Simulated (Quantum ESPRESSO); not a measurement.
# Be (P-1) in Quantum ESPRESSO: convergence with k mesh

Aim: find how far k mesh must go before the results for Be settle, at PBEsol. This setting moves, with any that are tied to it; all else stays.

Everything below comes from runs of Quantum ESPRESSO 7.5. Logs are shortened: lines on timing, memory, paths and dates and some standing lists are left out, and cuts for length are marked.

### Step 1. The cell of the first run

The typed cell holds 2 atoms: a = 2.285 Å, b = 2.285 Å, c = 3.584 Å, α = 90.00°, β = 90.00°, γ = 120.00°.

The cell isn't the ideal one: atoms moved at random, drawn with an rms of 0.02 Å.

### Step 2. With k mesh 2 × 2 × 1

File pw.in:

```
&CONTROL
  calculation = 'scf'
  prefix = 'pwscf'
  outdir = './tmp'
  pseudo_dir = './pseudo'
  tprnfor = .true.
  tstress = .true.
  disk_io = 'nowf'
/
&SYSTEM
  ibrav = 0
  nat = 2
  ntyp = 1
  ecutwfc = 45
  ecutrho = 360
  nbnd = 9
  occupations = 'smearing'
  smearing = 'fd'
  degauss = 0.00734986
/
&ELECTRONS
  conv_thr = 4d-10
  electron_maxstep = 120
  mixing_beta = 0.5
/
ATOMIC_SPECIES
Be     9.0122 be_pbesol_v1.4.uspp.F.UPF
CELL_PARAMETERS angstrom
   2.2853000000    0.0000000000    0.0000000000
  -1.1426500000    1.9791278553    0.0000000000
   0.0000000000    0.0000000000    3.5842000000
ATOMIC_POSITIONS crystal
Be     0.6746380000    0.3395620000    0.7463890000
Be     0.3459860000    0.6762730000    0.2473220000
K_POINTS automatic
2 2 1 0 0 0
```

Potentials or basis: GBRV 1.5 PBEsol.

Run with:

```sh
OMP_NUM_THREADS=1 pw.x -in pw.in > pw.out
```

Wall time 1 s (1 thread of Arm Neoverse V1, shared host); peak memory 0.05 GiB.

What came out:

```yaml
Free_energy: -764.5286 eV
Pressure: -0.7 GPa
Largest_force: 0.052 eV/Å
```

### Step 3. With k mesh 4 × 4 × 2

pw.in: that of step 2 with these lines changed.

```diff
@@ -35,2 +35,2 @@
 K_POINTS automatic
-2 2 1 0 0 0
+4 4 2 0 0 0
```

Potentials or basis: GBRV 1.5 PBEsol.

Run with:

```sh
OMP_NUM_THREADS=1 pw.x -in pw.in > pw.out
```

Wall time 1.5 s (1 thread of Arm Neoverse V1, shared host); peak memory 0.05 GiB.

Results:

```
Free energy   : -764.1698 eV
Pressure      : -1.1 GPa
Largest force : 0.037 eV/Å
```

### Step 4. With k mesh 6 × 6 × 4

pw.in: that of step 3 with these lines changed.

```diff
@@ -35,2 +35,2 @@
 K_POINTS automatic
-4 4 2 0 0 0
+6 6 4 0 0 0
```

Run with:

```sh
OMP_NUM_THREADS=1 pw.x -in pw.in > pw.out
```

It took 3.6 s on 1 thread of Arm Neoverse V1, shared host; peak memory 0.06 GiB.

Results:

```
Free energy            : -764.5589 eV
Pressure               : -3.2 GPa
Largest force          : 0.042 eV/Å
Band gap on the k mesh : none (metal or under the smearing width)
```

### Step 5. With k mesh 8 × 8 × 5

pw.in: that of step 4 with these lines changed.

```diff
@@ -35,2 +35,2 @@
 K_POINTS automatic
-6 6 4 0 0 0
+8 8 5 0 0 0
```

Run with:

```sh
OMP_NUM_THREADS=1 pw.x -in pw.in > pw.out
```

It took 6.8 s on 1 thread of Arm Neoverse V1, shared host; peak memory 0.06 GiB.

Results:

```yaml
Free_energy: -764.6061 eV
Pressure: -3.5 GPa
Largest_force: 0.041 eV/Å
Band_gap_on_the_k_mesh: none (metal or under the smearing width)
```

### Step 6. With k mesh 10 × 10 × 6

pw.in: that of step 5 with these lines changed.

```diff
@@ -35,2 +35,2 @@
 K_POINTS automatic
-8 8 5 0 0 0
+10 10 6 0 0 0
```

Potentials or basis: GBRV 1.5 PBEsol.

Run with:

```sh
OMP_NUM_THREADS=1 pw.x -in pw.in > pw.out
```

Run time: 12 s. Hardware: 1 thread of Arm Neoverse V1, shared host; peak memory 0.07 GiB.

It converged, with:

```
Free energy            : -764.5939 eV
Pressure               : -3.3 GPa
Largest force          : 0.041 eV/Å
Band gap on the k mesh : none (metal or under the smearing width)
```

### Step 7. With k mesh 12 × 12 × 7

pw.in: that of step 6 with these lines changed.

```diff
@@ -35,2 +35,2 @@
 K_POINTS automatic
-10 10 6 0 0 0
+12 12 7 0 0 0
```

Run with:

```sh
OMP_NUM_THREADS=1 pw.x -in pw.in > pw.out
```

It took 20 s on 1 thread of Arm Neoverse V1, shared host; peak memory 0.09 GiB.

It converged, with:

- Free energy: -764.6266 eV
- Pressure: -3.6 GPa
- Largest force: 0.042 eV/Å
- Band gap on the k mesh: none (metal or under the smearing width)

### Step 8. With k mesh 13 × 13 × 8

pw.in: that of step 7 with these lines changed.

```diff
@@ -35,2 +35,2 @@
 K_POINTS automatic
-12 12 7 0 0 0
+13 13 8 0 0 0
```

Run with:

```sh
OMP_NUM_THREADS=1 pw.x -in pw.in > pw.out
```

It took 26 s on 1 thread of Arm Neoverse V1, shared host; peak memory 0.1 GiB.

It converged, with:

| Quantity | Value |
| --- | --- |
| Free energy | -764.6153 eV |
| Pressure | -3.5 GPa |
| Largest force | 0.042 eV/Å |
| Band gap on the k mesh | none (metal or under the smearing width) |

### Step 9. With k mesh 16 × 16 × 10

pw.in: that of step 8 with these lines changed.

```diff
@@ -35,2 +35,2 @@
 K_POINTS automatic
-13 13 8 0 0 0
+16 16 10 0 0 0
```

Potentials or basis: GBRV 1.5 PBEsol.

Run with:

```sh
OMP_NUM_THREADS=1 pw.x -in pw.in > pw.out
```

It took 49 s on 1 thread of Arm Neoverse V1, shared host; peak memory 0.15 GiB.

The run converged. Its results:

- Free energy: -764.6221 eV
- Pressure: -3.5 GPa
- Largest force: 0.042 eV/Å
- Band gap on the k mesh: none (metal or under the smearing width)

### Step 10. With k mesh 18 × 18 × 11

pw.in: that of step 9 with these lines changed.

```diff
@@ -35,2 +35,2 @@
 K_POINTS automatic
-16 16 10 0 0 0
+18 18 11 0 0 0
```

Potentials or basis: GBRV 1.5 PBEsol.

Run with:

```sh
OMP_NUM_THREADS=1 pw.x -in pw.in > pw.out
```

pw.out:

```text
This program is part of the open-source Quantum ESPRESSO suite
     for quantum simulation of materials; please cite
[... 6 lines left out ...]
     --------------------
     sticks:   dense  smooth     PW     G-vecs:    dense   smooth      PW
     Sum         463     235     85                12623     4475     881

     Using Slab Decomposition

     bravais-lattice index     =            0
     lattice parameter (alat)  =       4.3186  a.u.
     unit-cell volume          =     109.3971 (a.u.)^3
     number of atoms/cell      =            2
     number of atomic types    =            1
     number of electrons       =         8.00
     number of Kohn-Sham states=            9
     kinetic-energy cutoff     =      45.0000  Ry
     charge density cutoff     =     360.0000  Ry
     scf convergence threshold =      4.0E-10
     mixing beta               =       0.5000
     number of iterations used =            8  plain     mixing
     Exchange-correlation= SLA  PW   PSX  PSC
                           (   1   4  10   8   0   0   0)

     celldm(1)=   4.318591  celldm(2)=   0.000000  celldm(3)=   0.000000
     celldm(4)=   0.000000  celldm(5)=   0.000000  celldm(6)=   0.000000

     crystal axes: (cart. coord. in units of alat)
               a(1) = (   1.000000   0.000000   0.000000 )
               a(2) = (  -0.500000   0.866025   0.000000 )
               a(3) = (   0.000000   0.000000   1.568372 )

     reciprocal axes: (cart. coord. in units 2 pi/alat)
               b(1) = (  1.000000  0.577350 -0.000000 )
               b(2) = (  0.000000  1.154701  0.000000 )
               b(3) = (  0.000000 -0.000000  0.637604 )

     PseudoPot. # 1 for Be read from file:
     be_pbesol_v1.4.uspp.F.UPF
     Pseudo is Ultrasoft, Zval =  4.0
     Generated by new atomic code, or converted to UPF format
     Using radial grid of  769 points,  6 beta functions with:
                l(1) =   0
                l(2) =   0
                l(3) =   0
                l(4) =   1
                l(5) =   1
                l(6) =   2
     Q(r) pseudized with 10 coefficients,  rinner =    1.000   1.000   1.000
                                                       1.000   1.000

     atomic species   valence    mass     pseudopotential
     Be                4.00     9.01220     Be( 1.00)

     No symmetry found

   Cartesian axes

     site n.     atom                  positions (alat units)
         1        Be     tau(   1) = (   0.5048570   0.2940693   1.1706154  )
         2        Be     tau(   2) = (   0.0078495   0.5856696   0.3878928  )

     number of k points=  1784  Fermi-Dirac smearing, width (Ry)=  0.0073

     Number of k-points >= 100: set verbosity='high' to print them.

     Dense  grid:    12623 G-vectors     FFT dimensions: (  27,  27,  45)

     Smooth grid:     4475 G-vectors     FFT dimensions: (  20,  20,  30)

     Initial potential from superposition of free atoms

     starting charge       7.9997, renormalised to       8.0000
     Starting wfcs are   10 randomized atomic wfcs

     Self-consistent Calculation

     iteration #  1     ecut=    45.00 Ry     beta= 0.50
     Davidson diagonalization with overlap
     ethr =  1.00E-02,  avg # of iterations =  2.7

     Threshold (ethr) on eigenvalues was too large:
     Diagonalizing with lowered threshold

     Davidson diagonalization with overlap
     ethr =  2.95E-05,  avg # of iterations =  4.0

     total energy              =     -56.19823831 Ry
     estimated scf accuracy    <       0.00236225 Ry

     iteration #  2     ecut=    45.00 Ry     beta= 0.50
     Davidson diagonalization with overlap
     ethr =  2.95E-05,  avg # of iterations =  1.0

     total energy              =     -56.19814519 Ry
     estimated scf accuracy    <       0.00050243 Ry

     iteration #  3     ecut=    45.00 Ry     beta= 0.50
     Davidson diagonalization with overlap
     ethr =  6.28E-06,  avg # of iterations =  1.4

     total energy              =     -56.19815763 Ry
     estimated scf accuracy    <       0.00000053 Ry

     iteration #  4     ecut=    45.00 Ry     beta= 0.50
     Davidson diagonalization with overlap
     ethr =  6.65E-09,  avg # of iterations =  3.2

     total energy              =     -56.19815813 Ry
     estimated scf accuracy    <       0.00000013 Ry

     iteration #  5     ecut=    45.00 Ry     beta= 0.50
     Davidson diagonalization with overlap
     ethr =  1.67E-09,  avg # of iterations =  1.1

     total energy              =     -56.19815813 Ry
     estimated scf accuracy    <          1.0E-09 Ry

     iteration #  6     ecut=    45.00 Ry     beta= 0.50
     Davidson diagonalization with overlap
     ethr =  1.27E-11,  avg # of iterations =  2.1

     End of self-consistent calculation

     Number of k-points >= 100: set verbosity='high' to print the bands.

     the Fermi energy is     8.5746 ev

!    total energy              =     -56.19815814 Ry
     estimated scf accuracy    <          2.9E-11 Ry
     smearing contrib. (-TS)   =      -0.00048132 Ry
     internal energy E=F+TS    =     -56.19767682 Ry

     The total energy is F=E-TS. E is the sum of the following terms:
     one-electron contribution =     -31.15496051 Ry
     hartree contribution      =       9.22559922 Ry
     xc contribution           =      -9.92707330 Ry
     ewald contribution        =     -24.34124223 Ry

     convergence has been achieved in   6 iterations

     Forces acting on atoms (cartesian axes, Ry/au):

     atom    1 type  1   force =     0.00090722    0.00090105    0.00098675
     atom    2 type  1   force =    -0.00090722   -0.00090105   -0.00098675

     Total force =     0.002284     Total SCF correction =     0.000002

     Computing stress (Cartesian axis) and pressure

          total   stress  (Ry/bohr**3)                   (kbar)     P=      -35.26
  -0.00029764  -0.00001118   0.00000020          -43.78       -1.64        0.03
  -0.00001118  -0.00027587   0.00000020           -1.64      -40.58        0.03
   0.00000020   0.00000020  -0.00014549            0.03        0.03      -21.40

=------------------------------------------------------------------------------=
   JOB DONE.
=------------------------------------------------------------------------------=
```

Wall time 68 s (1 thread of Arm Neoverse V1, shared host); peak memory 0.19 GiB.

What came out:

```
Free energy            : -764.6149 eV
Pressure               : -3.5 GPa
Largest force          : 0.042 eV/Å
Band gap on the k mesh : none (metal or under the smearing width)
```

### Step 11. Summary

```csv
k mesh,"energy less the tightest run, at zero smearing (meV/atom)",pressure (GPa),largest force (eV/Å),SCF cycles,CPU time (s),peak memory (GiB)
2 × 2 × 1,41.53,-0.70,0.052,7,1,0.05
4 × 4 × 2,226.96,-1.10,0.037,6,1.5,0.05
6 × 6 × 4,27.82,-3.15,0.042,6,3.6,0.06
8 × 8 × 5,5.21,-3.52,0.041,6,6.8,0.06
10 × 10 × 6,10.81,-3.29,0.041,6,12,0.07
12 × 12 × 7,-6.87,-3.60,0.042,6,20,0.09
13 × 13 × 8,-0.56,-3.45,0.042,6,26,0.1
16 × 16 × 10,-4.45,-3.53,0.042,6,49,0.15
18 × 18 × 11,0.00,-3.53,0.042,6,68,0.19
```

Against the tightest run, the pressure stays within 0.1 GPa from 12 × 12 × 7 on; the largest force stays within 0.005 eV/Å from 4 × 4 × 2 on. Not settled before the last step: the energy (to 1 meV/atom). Meshes of other sizes hit other points, so gaps and Fermi surfaces needn't settle smoothly. The tightest run that finished is the yardstick and may itself not be fully converged.
